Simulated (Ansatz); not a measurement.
# Te: pressure and energy change per atom as volume scale varies

Plane-wave DFT, scalar-relativistic PAW made under PBE with cores redone for the functional, no dispersion; the given relaxed cell is scaled uniformly, energy at zero smearing counts from the unscaled cell, pressure at the given Fermi-Dirac smearing is positive in compression. The results are calculated, by Ansatz 0.2.0.

The cell before it is scaled or strained (space group Im-3m, No. 229):
```
Te
1.0
     -1.9368     1.9368     1.9368
      1.9368    -1.9368     1.9368
      1.9368     1.9368    -1.9368
Te
1
Direct
  0.00000 0.00000 0.00000
```

Settings of every row: spin polarised no; functional revPBE; wave cutoff 420 eV; smearing width 0.1 eV; k mesh 13x13x13.

Atom starting moment: 0 on all atoms.

Limits: no spin-orbit coupling, which can matter with elements this heavy; the cell comes from a prototype or a list of computed structures and needn't be the stable phase.

| row | volume scale | V (Å³/atom) | pressure (GPa) | energy change per atom (meV) |
| --- | --- | --- | --- | --- |
| 1 | 0.88 | 25.574 | 8.87 | 82.89 |
| 2 | 0.92 | 26.736 | 5.15 | 32.81 |
| 3 | 0.96 | 27.899 | 2.22 | 6.87 |
| 4 | 1.04 | 30.224 | -1.9 | 8.1 |
| 5 | 1.08 | 31.386 | ? | ? |
| 6 | 1.12 | 32.549 | -4.41 | 57.01 |

Question: what pressure and energy change per atom should row 5 give?

Worked fit of pressure. Take u = (V_r/V)^(2/3) − 1 with V_r = 27.899 Å³ an atom, which is twice the finite (Eulerian) strain; such expansions in the strain, on which the Birch-Murnaghan equation of state is built, carry the rest volume and the bulk modulus. The shown rows have u = 0.05973, 0.02879, 0, -0.05196, -0.09767. Least squares give pressure = 2.234 + 94.47 × u + 272.4 × u² GPa; a straight line predicts inner rows, each left out in turn, worse (root mean square 0.77 against 0.051 GPa). The rows lie off it by 0.02, -0.03, -0.01, 0.04, -0.02. The pressure vanishes at u = -0.0255, or V = 29 Å³ an atom, and there the bulk modulus at fixed shape and fractions is B = −V dP/dV = (2/3)(1 + u) dP/du = 52.3 GPa. The withheld row has u = -0.07551, so the fit gives 2.234 + 94.47 × (-0.07551) + 272.4 × (-0.07551)² = -3.35 GPa.

The calculation gave -3.31 GPa. The fit lies 0.04 GPa (1.2 % of the value, 0.3 % of the column's range) below it; its largest miss of a shown row is 0.04 GPa.

Worked fit of energy change per atom. Take u = (V_r/V)^(2/3) − 1 with V_r = 27.899 Å³ an atom, which is twice the finite (Eulerian) strain; such expansions in the strain, on which the Birch-Murnaghan equation of state is built, carry the rest volume and the bulk modulus. The shown rows have u = 0.05973, 0.02879, 0, -0.05196, -0.09767. Least squares give energy change per atom = 7.243 + 586.06 × u + 11257.5 × u² meV; a straight line predicts inner rows, each left out in turn, worse (root mean square 32 against 1.2 meV). The rows lie off it by 0.48, -0.64, -0.37, 0.92, -0.38 (root mean square 0.59 meV). The withheld row has u = -0.07551, so the fit gives 7.243 + 586.06 × (-0.07551) + 11257.5 × (-0.07551)² = 27.18 meV.

The calculation gave 27.96 meV. The fit lies 0.78 meV (2.8 % of the value, 1 % of the column's range) below it; its largest miss of a shown row is 0.92 meV.
